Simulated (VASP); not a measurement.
# CoH: single point with PBEsol

Crystal: CoH.

```
Co H
1.0
     0.00000    1.84296    1.84296
     1.84296    0.00000    1.84296
     1.84296    1.84296    0.00000
Co H
1 1
Direct
  0.00000 0.00000 0.00000
  0.50000 0.50000 0.50000
```

The cell comes from a database or a generator and needn't be the stable form of this composition.

* Program: VASP 6.6.1
* Task: single point
* Functional: PBEsol
* Potentials or basis: VASP PAW PBE potentials, release 64 (Co, H)
* Cutoff: 520 eV
* k mesh: 8 × 8 × 8
* Occupations: gaussian, width 0.1 eV
* Spin: collinear spin, typed start
* Starting moments: [3.0, 0.0] μB
* Dipole correction: no
* Further INCAR settings: ALGO = Fast; EDIFF = 1e-06; NBANDS = 16

The pressure is -6.4 GPa, the band gap on the k mesh is none (metal or under the smearing width) and the net moment is 1.17 μB per cell. The site moments are Co +1.20; H -0.01 μB and the valence electrons inside the program's atomic spheres are Co 8.38; H 0.54.

Levels at points of the mesh, in eV from the Fermi level:
Spin up:
| k point | band 2 | band 3 | band 4 | band 5 | band 6 | band 7 | band 8 | band 9 | band 10 | band 11 |
| --- | --- | --- | --- | --- | --- | --- | --- | --- | --- | --- |
| (0.00, 0.00, 0.00) | -2.72 | -2.72 | -2.72 | -1.63 | -1.63 | 14.91 | 20.49 | 21.03 | 21.03 | 21.03 |
| (0.50, 0.00, 0.00) | -5.51 | -2.88 | -2.88 | -0.94 | -0.94 | 3.86 | 12.52 | 20.81 | 20.81 | 21.97 |
| (0.50, 0.50, 0.00) | -4.47 | -0.92 | -0.76 | -0.76 | 0.29 | 3.84 | 10.89 | 10.89 | 14.77 | 16.97 |
Spin down:
```csv
k point,band 2,band 3,band 4,band 5,band 6,band 7
"(0.00, 0.00, 0.00)",-1.46,-1.46,-1.46,-0.53,-0.53,14.91
"(0.50, 0.00, 0.00)",-4.88,-1.82,-1.82,0.40,0.40,4.75
"(0.50, 0.50, 0.00)",-3.45,0.23,0.32,0.70,0.70,4.67
```

It took 21 s on 1 thread of AMD EPYC 7R43 64-Core Processor (Zen 3), with other jobs on the host, peak memory 0.1 GiB.

Caveat: the k mesh is coarse (spacing up to 0.37 Å⁻¹), so the values aren't converged; the PAW data sets were made with another functional, which shifts forces and pressure a little.
